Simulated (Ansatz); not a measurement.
# Random displacements in BN

Theory: Ansatz 0.2.0, DFT r2SCAN, scalar-relativistic, plane waves, PAW. Cutoff 500 eV, Γ-centred 12×12×4 k-points, Gaussian smearing of 0.05 eV. No spin polarisation. Energies are free energies at this smearing, counted from the undisturbed cell; pressure is positive in compression.

Reference structure (relaxed at this level):

```
CELL_PARAMETERS angstrom
2.50098 0.00000 0.00000
-1.25049 2.16591 0.00000
0.00000 0.00000 6.87416
ATOMIC_POSITIONS crystal
B 0.33333 0.66667 0.25000
B 0.66667 0.33333 0.75000
N 0.33333 0.66667 0.75000
N 0.66667 0.33333 0.25000
```

The cell holds layers and no dispersion correction was added, so their binding is poorly described.

The atoms are displaced (Å, in the unstrained cell):

| atom | ux | uy | uz |
| --- | --- | --- | --- |
| B1 | -0.034 | -0.072 | -0.143 |
| B2 | 0.017 | -0.033 | 0.197 |
| N3 | 0.045 | -0.079 | -0.017 |
| N4 | -0.028 | 0.184 | -0.036 |

Strain (Voigt, engineering shear): (-0.0901, -0.0913, -0.0577, -0.0027, -0.0963, -0.0194).

(1) What are the energy change, the stress and the forces?

## Answers

(1) ΔE = 1161.2 meV/atom; stress (xx, yy, zz, yz, xz, xy; compression positive) (229.99, 126.00, 1.02, -10.42, -7.70, 1.72) GPa; gap on the mesh 1.70 eV.
```tsv
atom	Fx (eV/Å)	Fy	Fz
B1	0.40	11.53	0.48
B2	3.12	-3.06	-2.41
N3	-3.17	3.08	2.23
N4	-0.36	-11.55	-0.30
```

Cost: 1 run of about 0.23 core-minutes, on Intel Xeon Platinum 8488C (Sapphire Rapids) (shared hosts).